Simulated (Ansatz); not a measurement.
**Equation of state of Ni3Al under r2SCAN**

```yaml
crystal:
  lattice:
    - [0.00000, 2.80189, 2.80189]
    - [2.80189, 0.00000, 2.80189]
    - [2.80189, 2.80189, 0.00000]
  atoms:
    - { symbol: Ni, position: [0.75000, 0.75000, 0.75000] }
    - { symbol: Ni, position: [0.00000, 0.00000, 0.00000] }
    - { symbol: Ni, position: [0.25000, 0.25000, 0.25000] }
    - { symbol: Al, position: [0.50000, 0.50000, 0.50000] }
```

The cell comes from a database or a generator and needn't be the stable form of this composition.

The cell was scaled at fixed shape and fractions and run with Ansatz, Ansatz PAW, cutoff 500 eV; r2SCAN, k mesh 8 × 8 × 8 on the cell of 4 atoms, fermi-dirac occupations of 0.05 eV, collinear spin, ferromagnetic start, no spin-orbit coupling. The potentials were made for PBE. Energies are those that the program minimises, any entropy of the smearing included. For a metal such a mesh isn't converged to the digits shown. The magnetic state is the one that the start led to, which needn't be the lowest.

| V (Å³/atom) | energy over the lowest row (meV/atom) |
| --- | --- |
| 10.3383 | 27.88 |
| 10.5583 | 11.92 |
| 10.7783 | ? |
| 10.9982 | 0.00 |
| 11.2182 | 2.64 |
| 11.4382 | 10.22 |
| 11.6581 | 22.22 |

Task: Fit the third-order Birch-Murnaghan form, give V0, B0 and B′, and predict the energy left open.

Result: With y = (V0/V)^(2/3), E = E0 + (9 V0 B0/16) [(y - 1)³ B′ + (y - 1)² (6 - 4y)]. Least squares through the rows shown give V0 = 10.9988 Å³/atom, E0 = 0.00 meV, B0 = 200.8 GPa (1 eV/Å³ = 160.218 GPa) and B′ = 4.58, with a largest miss of 0.01 meV. At V = 10.7783 the form with these constants gives 2.88 meV; the run gave 2.88 meV an atom.
